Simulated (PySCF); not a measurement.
Species: C4H9NO.
Cartesian coordinates in Å at the GFN2-xTB level; atoms count from 1:
```
atom  x, y, z in Å
C1    -1.0811    0.8430    0.1807
C2    -1.2690   -0.5866   -0.3426
O3    -0.1741   -0.9870   -1.1398
C4     1.0409   -0.8986   -0.4252
C5     1.2746    0.5249    0.0971
N6     0.1656    0.9898    0.9156
H7    -1.9138    1.1199    0.8294
H8    -1.0441    1.5354   -0.6651
H9    -1.3788   -1.2798    0.5089
H10   -2.1505   -0.6623   -0.9809
H11    1.0243   -1.6048    0.4224
H12    1.8239   -1.1982   -1.1232
H13    1.3622    1.2091   -0.7515
H14    2.1941    0.5668    0.6836
H15    0.1214    0.4364    1.7687
```

Method used: PySCF, TDDFT PBE0/def2-SVPD, vertical, gas phase, core orbitals frozen in the response.

Transition dipole moments from the ground state, in atomic units and in the frame of the coordinates above (overall signs are arbitrary), for the states with f of 0.002 or more among the lowest 7:

| state | E (eV) | μx | μy | μz |
| --- | --- | --- | --- | --- |
| S1 | 5.764 | 0.037 | 0.295 | -0.085 |
| S2 | 6.475 | -0.023 | -0.286 | 0.402 |
| S3 | 6.499 | 0.516 | -0.069 | -0.019 |
| S4 | 6.784 | 0.024 | 0.151 | 0.087 |
| S5 | 7.098 | 0.011 | 0.047 | 0.129 |
| S6 | 7.509 | -0.188 | 0.026 | 0.007 |
| S7 | 7.654 | 0.031 | 0.108 | 0.481 |

Task: Work out the oscillator strengths.

Result: f = (2/3) ΔE |μ|² with ΔE in hartree (27.2114 eV).

```json
{"state": "S1", "|μ|² (au)": "0.095", "|μ| (D)": "0.78", "f": "0.013"}
{"state": "S2", "|μ|² (au)": "0.244", "|μ| (D)": "1.25", "f": "0.039"}
{"state": "S3", "|μ|² (au)": "0.271", "|μ| (D)": "1.32", "f": "0.043"}
{"state": "S4", "|μ|² (au)": "0.031", "|μ| (D)": "0.45", "f": "0.005"}
{"state": "S5", "|μ|² (au)": "0.019", "|μ| (D)": "0.35", "f": "0.003"}
{"state": "S6", "|μ|² (au)": "0.036", "|μ| (D)": "0.48", "f": "0.007"}
{"state": "S7", "|μ|² (au)": "0.244", "|μ| (D)": "1.26", "f": "0.046"}
```

Task: Label these states by symmetry in Cs.

Result: From a totally symmetric ground state, an allowed state transforms like the component of the dipole operator along its μ. Polarised normal to the mirror plane, so A″: S3 and S6. Polarised in the mirror plane, so A′: S1, S2, S4, S5 and S7.

Task: What angle do the transition dipoles of S1 and S2 make?

Result: |cos θ| = |μa·μb| / (|μa| |μb|) = 0.78, so θ ≈ 39° (taken between 0 and 90°, since the signs are arbitrary).

Task: How is the summed strength of these states shared among x, y and z?

Result: (2/3) Σ ΔE μα² gives 0.049 for x, 0.032 for y and 0.074 for z, 0.156 in all.

Task: What peak molar absorption coefficient would the strongest computed level give as a lone Gaussian band 0.4 eV wide at half height?

Result: ε(max) = 2.175×10⁸ f / FWHM, with the width in cm⁻¹. S7: 2.175×10⁸ × 0.0457 / 3226 ≈ 3100 L mol⁻¹ cm⁻¹.

Hardware: an Arm Neoverse V2 with one thread (shared host). Cost: 22 s.

One conformer stands for the species.

Without π bonds the low states may be Rydberg-like; a valence basis with one diffuse set may place them up to an eV too high.
